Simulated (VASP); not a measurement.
## PtS2: single point with PBE+U

The system is PtS2.

```
CELL_PARAMETERS angstrom
3.11651 -1.91048 0.00000
3.11651 1.91048 0.00000
-0.00307 0.00000 4.39494
ATOMIC_POSITIONS crystal
Pt 0.00000 0.00000 0.00000
S 0.68790 0.68790 0.28890
S 0.31210 0.31210 0.71110
```

The cell was built by a generator and isn't the measured one.

* Program: VASP 6.6.1
* Task: single point
* Functional: PBE
* Potentials or basis: VASP PAW PBE potentials, release 64 (Pt, S)
* Cutoff: 520 eV
* k mesh: 6 × 6 × 4
* Occupations: gaussian, width 0.05 eV
* Spin: collinear spin, zero start
* Starting moments: [0.0, 0.0, 0.0] μB
* Hubbard terms: Pt d U = 2 eV

The pressure is -5.3 GPa, the largest force is 1.432 eV/Å and the band gap on the k mesh is none (metal or under the smearing width). The net moment is 0.00 μB per cell. The valence electrons inside the program's atomic spheres are Pt 9.36; S 3.57.

Forces in eV/Å, atoms in the order of the input:
```
Pt   0.000  0.000  0.000
S   -0.950  0.000 -1.071
S    0.950  0.000  1.071
```

Stress tensor (GPa, compression positive):
```
 -0.81   0.00  -6.89
  0.00 -13.87   0.00
 -6.89   0.00  -1.07
```

Levels at points of the mesh, in eV from the Fermi level:
Spin up:
```
           k point  band 9  band 10  band 11  band 12  band 13  band 14
(0.00, 0.00, 0.00)   -1.43    -0.61     0.05     0.46     1.11     3.95
(0.50, 0.00, 0.00)   -3.00    -2.72    -2.64     0.44     2.71     6.26
(0.50, 0.50, 0.00)   -3.27    -2.57    -2.53     1.29     2.31     5.43
(0.00, 0.00, 0.50)   -2.46    -1.88    -1.65     2.27     2.47     6.01
(0.50, 0.00, 0.50)   -2.87    -2.15    -0.34     0.41     1.97     5.06
(0.50, 0.50, 0.50)   -2.68    -2.30    -1.58    -0.11     1.53     6.15
```
Spin down:
| k point | band 9 | band 10 | band 11 | band 12 | band 13 | band 14 |
| --- | --- | --- | --- | --- | --- | --- |
| (0.00, 0.00, 0.00) | -1.43 | -0.61 | 0.05 | 0.46 | 1.11 | 3.95 |
| (0.50, 0.00, 0.00) | -3.00 | -2.72 | -2.64 | 0.44 | 2.71 | 6.26 |
| (0.50, 0.50, 0.00) | -3.27 | -2.57 | -2.53 | 1.29 | 2.31 | 5.43 |
| (0.00, 0.00, 0.50) | -2.46 | -1.88 | -1.65 | 2.27 | 2.47 | 6.01 |
| (0.50, 0.00, 0.50) | -2.87 | -2.15 | -0.34 | 0.41 | 1.97 | 5.06 |
| (0.50, 0.50, 0.50) | -2.68 | -2.30 | -1.58 | -0.11 | 1.53 | 6.15 |

Eigenvalues of the final occupation matrices:
```csv
site,spin,trace,eigenvalues
site 1 d,1,4.08,0.66 0.70 0.90 0.90 0.91
site 1 d,2,4.08,0.66 0.70 0.90 0.90 0.91
```

Run time: 61 s on 1 thread of Intel(R) Xeon(R) Platinum 8259CL CPU @ 2.50GHz (Skylake/Cascade Lake), on a shared host, peak memory 0.23 GiB.

Caveat: forces of over 1 eV/Å show positions far from the minimum, so gaps and moduli don't describe the material at rest. Spin-orbit coupling is left out, which matters for the levels of Pt.
